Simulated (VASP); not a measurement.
CrO2: relaxation of cell and atoms with LDA

The system is CrO2.

```xyz
6
Lattice="4.3588 0.0000 0.0000 0.0000 4.3588 0.0000 0.0000 0.0000 2.8593" Properties=species:S:1:pos:R:3 pbc="T T T"
Cr    4.3588    0.0000    0.0000
Cr    2.1794    2.1794    1.4296
O     1.3203    1.3203    0.0000
O     0.8591    3.4997    1.4296
O     3.0385    3.0385    0.0000
O     3.4997    0.8591    1.4296
```

| Quantity | Value |
| --- | --- |
| Program | VASP 6.6.1 |
| Task | relaxation of cell and atoms |
| Functional | LDA |
| Potentials or basis | VASP PAW LDA potentials, release 64 (Cr_pv, O) |
| Cutoff | 520 eV |
| k mesh | 8 × 8 × 10 |
| Occupations | gaussian, width 0.02 eV |
| Spin | collinear spin, ferromagnetic start |
| Starting moments | [2.0, 2.0, 0.0, 0.0, 0.0, 0.0] μB |
| Further INCAR settings | ALGO = Normal; EDIFF = 1e-07; IBRION = 2; EDIFFG = -0.002; NSW = 80; ISIF = 3 |

| Property | Result |
| --- | --- |
| Energy gained by relaxing | 0.0 meV/atom |
| Ionic steps | 4 |
| Pressure after relaxing | 0.0 GPa |
| Band gap on the k mesh | none (metal or under the smearing width) |
| Net moment | 4.00 μB per cell |
| Site moments | Cr +1.99; O -0.03 μB |
| Valence electrons inside the program's atomic spheres | Cr 11.03; O 5.03 |

Final structure:
```
CELL_PARAMETERS angstrom
4.35869 0.00000 0.00000
0.00000 4.35869 0.00000
0.00000 0.00000 2.85926
ATOMIC_POSITIONS crystal
Cr 0.00000 0.00000 0.00000
Cr 0.50000 0.50000 0.50000
O 0.30291 0.30291 0.00000
O 0.19709 0.80291 0.50000
O 0.69709 0.69709 0.00000
O 0.80291 0.19709 0.50000
```

Levels at points of the mesh, in eV from the Fermi level:
Spin up:
```
           k point  band 24  band 25  band 26  band 27  band 28  band 29
(0.00, 0.00, 0.00)    -1.15    -1.15    -1.12    -0.83     1.18     1.27
(0.50, 0.00, 0.00)    -0.72    -0.30    -0.30     0.34     0.34     2.88
(0.50, 0.50, 0.00)    -1.49    -1.13    -1.13     0.90     0.90     2.83
(0.00, 0.00, 0.50)    -0.53    -0.07    -0.07     0.79     0.79     2.50
(0.50, 0.00, 0.50)    -1.53    -0.53    -0.53     0.97     0.97     1.70
(0.50, 0.50, 0.50)    -0.52    -0.38    -0.38     0.05     0.05     2.88
```
Spin down:
| k point | band 18 | band 19 | band 20 | band 21 | band 22 | band 23 | band 24 | band 25 | band 26 | band 27 |
| --- | --- | --- | --- | --- | --- | --- | --- | --- | --- | --- |
| (0.00, 0.00, 0.00) | -3.73 | -1.94 | -1.58 | -1.58 | -1.10 | 0.34 | 0.48 | 0.69 | 0.69 | 0.69 |
| (0.50, 0.00, 0.00) | -4.69 | -3.22 | -3.22 | -1.98 | -1.98 | 1.07 | 1.07 | 1.35 | 1.35 | 1.76 |
| (0.50, 0.50, 0.00) | -3.70 | -2.80 | -2.80 | -2.45 | -2.45 | 0.39 | 0.39 | 0.72 | 0.72 | 2.13 |
| (0.00, 0.00, 0.50) | -4.33 | -4.09 | -4.09 | -2.91 | -2.91 | 1.31 | 1.31 | 1.61 | 1.61 | 2.16 |
| (0.50, 0.00, 0.50) | -4.15 | -3.56 | -3.56 | -2.34 | -2.34 | 0.14 | 0.14 | 1.64 | 1.64 | 2.30 |
| (0.50, 0.50, 0.50) | -4.29 | -2.73 | -2.73 | -1.90 | -1.90 | 0.91 | 0.91 | 1.55 | 1.55 | 1.66 |

Run time: 91 s on 4 MPI ranks on Intel(R) Xeon(R) Platinum 8488C (Sapphire Rapids) (shared host), peak memory 0.31 GiB a rank.

Caveat: semilocal functionals often make such compounds metallic where correlation or magnetic order opens a gap, which also shifts bond lengths; only a ferromagnetic start was run, and an antiferromagnetic order may lie lower in energy. With open d or f shells a metallic result of LDA can be an artefact of self-interaction; +U or a hybrid may open a gap.
